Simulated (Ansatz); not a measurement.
# AlN (Fm-3m) in Ansatz: further runs

The runs below take AlN through single point, with PBE.

All numbers are computed with Ansatz 0.2.0; they aren't measurements. Logs are shortened: lines on timing, memory, paths and dates and some standing lists are left out, and cuts for length are marked.

### Step 1. Starting point

It takes space group Fm-3m (No. 225, cubic). The conventional cell has a = 4.069 Å, b = 4.069 Å, c = 4.069 Å, α = 90.00°, β = 90.00°, γ = 90.00°. Al (site symmetry m-3m) is surrounded by 6 N at 2.03 Å. Around N (site symmetry m-3m) lie 6 Al at 2.03 Å.

Measurements of this composition are mostly on another form, of space group No. 186.

### Step 2. Single point, PBE

Input file input.yaml:

```yaml
crystal:
  lattice:
    - [0.0, 2.034518, 2.034518]
    - [2.034518, 0.0, 2.034518]
    - [2.034518, 2.034518, 0.0]
  atoms:
    - { symbol: Al, position: [0.5, 0.5, 0.5] }
    - { symbol: "N", position: [0.0, 0.0, 0.0] }
hamiltonian:
  xc: pbe
  pseudopotentials: { kind: paw }
kpoints:
  mp_grid: { grid: [11, 11, 11] }
scf:
  occupations: { method: gaussian, width: 0.015 }
output:
  forces: true
  stress: true
  eigenvalues: true
```

Potentials or basis: Ansatz PAW.

Launch:

```
$ ansatz run input.yaml --threads 2 --pin off --max-ram 5632MiB --backend cpu --events-out ev --progress --plain --runs-dir out
```

What it wrote:

```text
Warning: RAYON_NUM_THREADS=2 ignored (pool sized by the plan → 2); use --threads N
Engine: ansatz 0.2.0, aarch64-unknown-linux-gnu
Pseudopotentials: kind: paw
Pseudopotential: Al, paw, valence charge 3, recommended cutoff 420 eV (normal), Al.paw.azcp
Pseudopotential: N, paw, valence charge 5, recommended cutoff 420 eV (normal), N.paw.azcp
Functional definition: PBE
  parameter kappa = 0.804
  parameter beta = 0.06672455060314922
  exchange = pbe_x(kappa = kappa, mu = beta*pi^2/3)
  correlation = pbe_c(beta = beta)
Crystal: 2 atoms, lattice volume = 16.843 Å³
Basis set: ecut = 420 eV, 331 PW (Γ), exchange–correlation on 40×40×40 points (8 copies of the dense FFT grid, shifted against one another)
Bands: 8, of which v1, the nominal top of the filled ones, is band 4 counted from 1 (3 counted from 0)
Symmetry: 48 space group operations
Space group: Fm-3m (ITA 225), of the structure as read, at distance tolerance 2.6e-5 Å
k-points: 56 of 1331
Non-local potential: Al, projectors of the file, l = 0: 2, l = 1: 2, l = 2: 1
Non-local potential: N, projectors of the file, l = 0: 2, l = 1: 2, l = 2: 1
PAW form: soft (Blöchl's): semilocal exchange-correlation on the pseudo side does not see the compensation charge
PAW one-centre angular grid: Al, 110 points (default); XC on 64 Gauss nodes
PAW one-centre angular grid: N, 110 points (default); XC on 64 Gauss nodes
Initial density: superposition of atomic densities (neutral atoms: chi_scale 0, normalization atom), corrected by the library's trained network
Initial wavefunctions: pseudopotential atomic-orbital guess
Functional: x = pbe(κ = 0.804, μ = 0.2195149727645171), c = pbe(β = 0.06672455060314922)
SCF iter   1: F=—  HF=-923.916594 eV  |F-HF|=—  |Δ(HF+E_count)|=         —  Δρ=1.24e-3  dr2=6.27e-5  ethr=1.77e-3  ⟨swp⟩=4.7  Hψ=3110  notcnv=0
preconditioner: auto → none  [insulator: Δε(μ)=4.575 eV  Ē_g=16.588 eV  σ=0.015 eV  W_gap=1.00  n_scr=0 (ndim 8)  ℏωp=25.6 eV  f_vac=0.000  D(μ)=0.00/eV (n_scr^D=0)  ε∞_Penn≈3.4]
SCF iter   2: F=—  HF=-923.916670 eV  |F-HF|=—  |Δ(HF+E_count)|=   7.63e-5  Δρ=6.33e-4  dr2=1.62e-5  ethr=7.84e-7  ⟨swp⟩=2.0  Hψ=1239  notcnv=0
SCF iter   3: F=—  HF=-923.916725 eV  |F-HF|=—  |Δ(HF+E_count)|=   5.46e-5  Δρ=1.02e-4  dr2=1.50e-6  ethr=2.02e-7  ⟨swp⟩=2.6  Hψ=702  notcnv=0
SCF iter   4: F=—  HF=-923.916725 eV  |F-HF|=—  |Δ(HF+E_count)|=   2.81e-7  Δρ=3.31e-5  dr2=1.26e-7  ethr=1.88e-8  ⟨swp⟩=2.2  Hψ=637  notcnv=0
iter 5 did not close the SCF: its close was put off for the readings that it lacked (scf_convergence_deferred on its scf_iter line)
SCF iter   5: F=-923.916725 eV  HF=-923.916725 eV  |F-HF|=5.00e-9  |Δ(HF+E_count)|=   3.13e-8  Δρ=1.29e-5  dr2=1.34e-8  ethr=1.57e-9  ⟨swp⟩=2.0  Hψ=613  notcnv=0
SCF iter   6: F=-923.916725 eV  HF=-923.916725 eV  |F-HF|=9.66e-12  |Δ(HF+E_count)|=  7.90e-11  Δρ=5.83e-7  dr2=3.00e-11  ethr=1.67e-10  ⟨swp⟩=1.5  Hψ=1416  notcnv=0
SCF 1 converged in 6 iterations: F = -923.916725 eV  dr2 = 3.00e-11
SCF converged after 6 iterations
Free energy (F): -923.916725 eV
Harris-Foulkes:  -923.916725 eV  (|F-HF|=9.66e-12)
Internal energy: -923.916725 eV  (E = F + TS)
E sigma→0 (E₀):  -923.916725 eV
Fermi energy:    13.247154 eV
--- Per-component energies (eV) ---
  E_band       = 37.281616
  E_kinetic    = 162.063774
  E_local      = -171.068504  (includes V_loc(G=0)·N_el)
  E_nonlocal   = 54.105935
  E_hartree    = 62.305584
  E_xc         = -102.935672
  E_vxc        = -109.581945  (∫ρ·V_xc dr)
  E_paw        = -594.716005  (= ΣΔE_a)
  E_vpaw       = -22.848960  (= ΣTr[D̂ρ^β])
  E_aug_tail   = 0.000098  (compensation charges beyond the density's cutoff)
  E_ewald      = -333.671934
  E_smearing   = -0.000000  (= −TS)
  E_closure    = -0.000000  (closes the sum)
  Σ components = -923.916725   (vs F -923.916725, Δ=0.00e0)
--- Forces (eV/Å), atoms counted from 1 ---
  atom   1  Al     0.00000000     0.00000000     0.00000000
  atom   2  N     -0.00000000     0.00000000    -0.00000000
  max |Σ_I F_I| component: 1.48e-31 eV/Å
--- Stress (GPa, compression-positive) ---
        0.284180      -0.000000       0.000000
       -0.000000       0.284180       0.000000
        0.000000      -0.000000       0.284180
  P = ⅓ Tr σ = 0.2842 GPa (2.842 kbar)
--- Band table (eV; the first three rows and the last of 56) ---
  k-point 0: bands = ["-6.4070", "10.9593", "10.9593", "10.9593", "16.3551", "23.0067", "23.0067", "23.0067"]
  k-point 1: bands = ["-6.2406", "10.0995", "10.8602", "10.8602", "16.9072", "22.2311", "23.2546", "23.2546"]
  k-point 2: bands = ["-5.7538", "8.2389", "10.6115", "10.6115", "17.6363", "21.5748", "23.5140", "23.5140"]
  k-point 55: bands = ["-2.1774", "5.1475", "5.4288", "7.4574", "18.6609", "20.9612", "22.1458", "23.3421"]
```

Run time: 0.35 s. Hardware: 2 threads of Arm Neoverse V2, shared host; peak memory 0.24 GiB.

What came out:

- Free energy: -923.9167 eV
- Pressure: 0.3 GPa
- Band gap on the k mesh: 4.58 eV, indirect (least direct gap 5.40 eV)

Caveat: odd divisions of the mesh miss points on the zone boundary, where band edges often lie, so the gap on the mesh can be too wide; the pressure holds a Pulay correction of +0.5 GPa for the finite cutoff. A k mesh can miss the band edges.

### Step 3. Single point, PBE

input.yaml: that of step 2 with these lines changed.

```diff
@@ -14,3 +14,3 @@
 scf:
-  occupations: { method: gaussian, width: 0.015 }
+  occupations: { method: gaussian, width: 0.016 }
 output:
@@ -19 +19,5 @@
   eigenvalues: true
+  write_density: true
+  write_potential: true
+  elf: true
+  volumetric_format: npy
```

Potentials or basis: Ansatz PAW.

Launch:

```
$ ansatz run input.yaml --threads 2 --pin off --max-ram 5632MiB --backend cpu --events-out ev --progress --plain --runs-dir out
```

Wall time 0.42 s (2 threads of Arm Neoverse V2, shared host); peak memory 0.25 GiB.

Results (log left out):

- Free energy: -923.9167 eV
- Pressure: 0.3 GPa
- Band gap on the k mesh: 4.58 eV, indirect (least direct gap 5.40 eV)

Levels at points of the mesh, in eV from the valence-band top:
```
           k point  band 1  band 2  band 3  band 4  band 5  band 6  band 7  band 8
(0.00, 0.00, 0.00)  -17.37    0.00    0.00    0.00    5.40   12.05   12.05   12.05
```

Caveat: odd divisions of the mesh miss points on the zone boundary, where band edges often lie, so the gap on the mesh can be too wide; the pressure holds a Pulay correction of +0.5 GPa for the finite cutoff. PBE gaps usually lie below the measured ones, often by a third to a half.

### Step 4. Single point, PBE

input.yaml: that of step 3 with these lines changed.

```diff
@@ -14,3 +14,3 @@
 scf:
-  occupations: { method: gaussian, width: 0.016 }
+  occupations: { method: gaussian, width: 0.017 }
 output:
@@ -19,5 +19 @@
   eigenvalues: true
-  write_density: true
-  write_potential: true
-  elf: true
-  volumetric_format: npy
```

Launch:

```
$ ansatz run input.yaml --threads 2 --pin off --max-ram 5632MiB --backend cpu --events-out ev --progress --plain --runs-dir out
```

Wall time 0.35 s (2 threads of Arm Neoverse V2, shared host); peak memory 0.24 GiB.

It converged, with:

| Quantity | Value |
| --- | --- |
| Free energy | -923.9167 eV |
| Pressure | 0.3 GPa |
| Band gap on the k mesh | 4.58 eV, indirect (least direct gap 5.40 eV) |

Levels at points of the mesh, in eV from the valence-band top:
```
           k point  band 2  band 3  band 4  band 5  band 6  band 7
(0.00, 0.00, 0.00)    0.00    0.00    0.00    5.40   12.05   12.05
```

Caveat: odd divisions of the mesh miss points on the zone boundary, where band edges often lie, so the gap on the mesh can be too wide; the pressure holds a Pulay correction of +0.5 GPa for the finite cutoff. A k mesh can miss the band edges.

### Step 5. Single point, PBE

input.yaml: that of step 4 with these lines changed.

```diff
@@ -14,3 +14,3 @@
 scf:
-  occupations: { method: gaussian, width: 0.017 }
+  occupations: { method: gaussian, width: 0.018 }
 output:
```

Potentials or basis: Ansatz PAW.

Launch:

```
$ ansatz run input.yaml --threads 2 --pin off --max-ram 5632MiB --backend cpu --events-out ev --progress --plain --runs-dir out
```

What it wrote:

```text
Warning: RAYON_NUM_THREADS=2 ignored (pool sized by the plan → 2); use --threads N
[... 9 set-up lines as earlier in the session ...]
Crystal: 2 atoms, lattice volume = 16.843 Å³
Basis set: ecut = 420 eV, 331 PW (Γ), exchange–correlation on 40×40×40 points (8 copies of the dense FFT grid, shifted against one another)
Bands: 8, of which v1, the nominal top of the filled ones, is band 4 counted from 1 (3 counted from 0)
[... 2 set-up lines as earlier in the session ...]
k-points: 56 of 1331
[... 8 set-up lines as earlier in the session ...]
SCF iter   1: F=—  HF=-923.916594 eV  |F-HF|=—  |Δ(HF+E_count)|=         —  Δρ=1.24e-3  dr2=6.27e-5  ethr=1.77e-3  ⟨swp⟩=4.7  Hψ=3110  notcnv=0
preconditioner: auto → none  [insulator: Δε(μ)=4.575 eV  Ē_g=16.588 eV  σ=0.018 eV  W_gap=1.00  n_scr=0 (ndim 8)  ℏωp=25.6 eV  f_vac=0.000  D(μ)=0.00/eV (n_scr^D=0)  ε∞_Penn≈3.4]
SCF iter   2: F=—  HF=-923.916670 eV  |F-HF|=—  |Δ(HF+E_count)|=   7.63e-5  Δρ=6.33e-4  dr2=1.62e-5  ethr=7.84e-7  ⟨swp⟩=2.0  Hψ=1211  notcnv=0
SCF iter   3: F=—  HF=-923.916725 eV  |F-HF|=—  |Δ(HF+E_count)|=   5.46e-5  Δρ=1.02e-4  dr2=1.50e-6  ethr=2.02e-7  ⟨swp⟩=2.6  Hψ=702  notcnv=0
SCF iter   4: F=—  HF=-923.916725 eV  |F-HF|=—  |Δ(HF+E_count)|=   2.81e-7  Δρ=3.31e-5  dr2=1.26e-7  ethr=1.88e-8  ⟨swp⟩=2.2  Hψ=637  notcnv=0
iter 5 did not close the SCF: its close was put off for the readings that it lacked (scf_convergence_deferred on its scf_iter line)
SCF iter   5: F=-923.916725 eV  HF=-923.916725 eV  |F-HF|=5.00e-9  |Δ(HF+E_count)|=   3.13e-8  Δρ=1.29e-5  dr2=1.34e-8  ethr=1.57e-9  ⟨swp⟩=2.0  Hψ=613  notcnv=0
SCF iter   6: F=-923.916725 eV  HF=-923.916725 eV  |F-HF|=1.01e-11  |Δ(HF+E_count)|=  1.88e-10  Δρ=5.83e-7  dr2=2.99e-11  ethr=1.67e-10  ⟨swp⟩=1.5  Hψ=1416  notcnv=0
SCF 1 converged in 6 iterations: F = -923.916725 eV  dr2 = 2.99e-11
SCF converged after 6 iterations
Free energy (F): -923.916725 eV
Harris-Foulkes:  -923.916725 eV  (|F-HF|=1.01e-11)
Internal energy: -923.916725 eV  (E = F + TS)
E sigma→0 (E₀):  -923.916725 eV
Fermi energy:    13.247147 eV
--- Per-component energies (eV) ---
  E_band       = 37.281616
  E_kinetic    = 162.063774
  E_local      = -171.068505  (includes V_loc(G=0)·N_el)
  E_nonlocal   = 54.105935
  E_hartree    = 62.305585
  E_xc         = -102.935672
  E_vxc        = -109.581945  (∫ρ·V_xc dr)
  E_paw        = -594.716005  (= ΣΔE_a)
  E_vpaw       = -22.848960  (= ΣTr[D̂ρ^β])
  E_aug_tail   = 0.000098  (compensation charges beyond the density's cutoff)
  E_ewald      = -333.671934
  E_smearing   = -0.000000  (= −TS)
  E_closure    = -0.000000  (closes the sum)
  Σ components = -923.916725   (vs F -923.916725, Δ=0.00e0)
--- Forces (eV/Å), atoms counted from 1 ---
  atom   1  Al     0.00000000    -0.00000000    -0.00000000
  atom   2  N     -0.00000000     0.00000000     0.00000000
  max |Σ_I F_I| component: 4.44e-31 eV/Å
--- Stress (GPa, compression-positive) ---
        0.284180       0.000000       0.000000
        0.000000       0.284180       0.000000
       -0.000000       0.000000       0.284180
  P = ⅓ Tr σ = 0.2842 GPa (2.842 kbar)
--- Band table (eV; the first three rows and the last of 56) ---
  k-point 0: bands = ["-6.4070", "10.9593", "10.9593", "10.9593", "16.3551", "23.0067", "23.0067", "23.0067"]
  k-point 1: bands = ["-6.2406", "10.0995", "10.8602", "10.8602", "16.9072", "22.2311", "23.2546", "23.2546"]
  k-point 2: bands = ["-5.7538", "8.2389", "10.6115", "10.6115", "17.6363", "21.5748", "23.5140", "23.5140"]
  k-point 55: bands = ["-2.1774", "5.1475", "5.4288", "7.4574", "18.6609", "20.9612", "22.1458", "23.3421"]
```

Wall time 0.35 s (2 threads of Arm Neoverse V2, shared host); peak memory 0.25 GiB.

Results:

```
Free energy            : -923.9167 eV
Pressure               : 0.3 GPa
Band gap on the k mesh : 4.58 eV, indirect (least direct gap 5.40 eV)
```

Caveat: odd divisions of the mesh miss points on the zone boundary, where band edges often lie, so the gap on the mesh can be too wide; the pressure holds a Pulay correction of +0.5 GPa for the finite cutoff. A k mesh can miss the band edges.

### Step 6. Summary

```csv
smearing,gap on the mesh (eV),pressure (GPa)
gaussian 0.015 eV,4.58,0.3
gaussian 0.016 eV,4.58,0.3
gaussian 0.017 eV,4.58,0.3
gaussian 0.018 eV,4.58,0.3
```

Alike in all rows: task single point; level PBE; potentials or basis Ansatz PAW; no spin polarisation; cell as given; k mesh 11 × 11 × 11; cutoff (eV) 420.

On the cell as given the gap runs from 4.58 eV (PBE) to 4.58 eV (PBE).

Caveats: odd divisions of the mesh miss points on the zone boundary, where band edges often lie, so the gap on the mesh can be too wide.

Total energies depend on the potentials used, so only differences within one code and one set of settings carry meaning.
